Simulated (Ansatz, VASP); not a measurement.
One calculation of B, two programs

INCAR

```
ALGO = Fast ; EDIFF = 1E-6
ENCUT = 520 ; GGA = PE
ISIF = 2 ; ISMEAR = 0
IVDW = 12 ; LASPH = T
LCHARG = F ; LREAL = F
LWAVE = F ; NBANDS = 8
NELM = 100 ; PREC = Accurate
SIGMA = 0.15
```

The input KPOINTS:

```
k-points
0
Gamma
  33 33 14
```

Contents of POSCAR:

```
B
1.0
    1.7024335758      0.0000000000      0.0000000000
   -0.8512167879      1.2531981162      0.0000000000
    0.0000000000      0.0000000000      3.6354228500
B
1
Direct
    0.0000000000      0.0000000000      0.0000000000
```

Input for Ansatz:

```yaml
crystal:
  lattice:
    - [1.7024335758, 0.0, 0.0]
    - [-0.8512167879, 1.2531981162, 0.0]
    - [0.0, 0.0, 3.63542285]
  atoms:
    - { symbol: B, position: [0.0, 0.0, 0.0] }
basis:
  ecutwfc: 420
kpoints:
  mp_grid: { grid: [33, 33, 14] }
hamiltonian:
  xc: pbe
  dispersion: d3bj
scf:
  occupations: { method: gaussian, width: 0.15 }
output:
  forces: true
  stress: true
  eigenvalues: true
```

Change from the starting cell: strain -0.1500 x Voigt [0, 1, 0, 0, 0, 0], atoms carried along.

Alike in both runs: task single point; functional PBE; dispersion D3(BJ); k mesh 33 × 33 × 14; occupations gaussian, width 0.15 eV; no spin polarisation.

```csv
,VASP,Ansatz
version,VASP 6.6.1,Ansatz 0.2.0
potentials or method,"VASP PAW PBE potentials, release 64 (B)","scalar-relativistic, plane waves, PAW"
plane-wave cutoff (eV),520,420
valence electrons in the cell,3,3
```

```tsv
	VASP	Ansatz	Ansatz less VASP
gap on the k mesh at the Fermi level (eV)	none	none	-
pressure (GPa)	70.8	70.8	-0.03
largest component of the traceless stress (GPa)	105.01	104.83	-0.182
```

A gap of «none» marks a metal or a gap that the smearing closes.

Caveats: the cell as given lies far from equilibrium; so large a pressure means that the cell lies far from this level's equilibrium, or that cutoff or potentials fall short (VASP); pairwise dispersion overbinds metals, which lowers pressure and volume.
